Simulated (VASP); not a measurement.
**Ag: electric field gradients with PBE**

The system is Ag.

```xyz
2
Lattice="2.9004 0.0000 0.0000 -1.4502 2.5118 0.0000 0.0000 0.0000 4.7416" Properties=species:S:1:pos:R:3 pbc="T T T"
Ag    0.0000    1.6745    1.1854
Ag    1.4502    0.8373    3.5562
```

This isn't the form of Ag at room conditions, which is fcc.

The cell isn't the ideal one: volume scaled by 0.97, PAW files.

```yaml
Program: VASP 6.6.1
Task: electric field gradients
Functional: PBE
Potentials_or_basis: VASP PAW PBE potentials, release 64 (Ag)
Cutoff: 520 eV
k_mesh: 14 × 14 × 8
Occupations: fermi-dirac, width 0.05 eV
Spin: no spin polarisation
Dipole_correction: no
Further_INCAR_settings: ALGO = Normal; EDIFF = 1e-08; NBANDS = 18
```

* Pressure: 3.4 GPa
* Band gap on the k mesh: none (metal or under the smearing width)

Stress tensor (GPa, compression positive):
```
3.57 0.00 0.00
0.00 3.57 0.00
0.00 0.00 3.16
```

Levels at points of the mesh, in eV from the Fermi level:
```tsv
k point	band 8	band 9	band 10	band 11	band 12	band 13	band 14	band 15
(0.00, 0.00, 0.00)	-4.06	-4.06	-3.07	-3.07	-0.34	3.54	15.66	17.55
(0.50, 0.00, 0.00)	-2.94	-2.89	-2.80	0.14	1.56	6.87	7.13	9.32
(0.00, 0.00, 0.50)	-4.47	-3.38	-3.38	-3.38	-3.38	11.06	11.06	16.02
(0.50, 0.00, 0.50)	-3.12	-2.85	-2.85	0.81	0.81	4.55	4.55	13.56
```

Electric field gradients, principal values (V/Å²):
```csv
atom,Vxx,Vyy,Vzz
1 Ag,-1.960,-1.961,3.921
2 Ag,-1.960,-1.961,3.921
```

Run time: 49 s on 1 thread of Intel(R) Xeon(R) Platinum 8259CL CPU @ 2.50GHz (Skylake/Cascade Lake), on a shared host, peak memory 0.19 GiB.
